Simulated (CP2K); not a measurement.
**Sn in CP2K: convergence with eps scf**

The system is Sn.

```xyz
1
Lattice="3.2625 0.0000 0.0000 -1.1472 3.1118 0.0000 -1.1098 -1.5425 2.6795" Properties=species:S:1:pos:R:3 pbc="T T T"
Sn    0.0445   -0.0201   -0.0098
```

The cell isn't the ideal one: cell strained at random at fixed volume.

| Item | Value |
| --- | --- |
| Program | CP2K 2026.2 |
| Task | single point |
| Functional | PBE |
| Potentials or basis | GTH_POTENTIALS Sn GTH-PBE-q4; DZVP-MOLOPT-SR-GTH basis |
| Density cutoff | 6123 eV |
| k mesh | 8 × 8 × 8 |
| Occupations | fermi-dirac, width 0.01 eV |
| Spin | no spin polarisation |

These are the settings of the first run; the series varies eps scf, with any setting tied to it.

Hardware: 1 thread of Arm Neoverse V2, with other jobs on the host.

```tsv
eps scf	energy less the tightest run, at zero smearing (meV/atom)	SCF cycles	CPU time (s)	peak memory (GiB)
1.0E-3	0.05	2	5.3	0.2
1.0E-4	0.00	6	11	0.21
1.0E-5	0.00	7	12	0.21
1.0E-6	0.00	9	15	0.21
1.0E-7	0.00	11	17	0.21
1.0E-8	0.00	13	20	0.21
```

Against the tightest run, the energy stays within 1 meV/atom from 1.0E-3 on. The tightest run that finished is the yardstick and may itself not be fully converged.
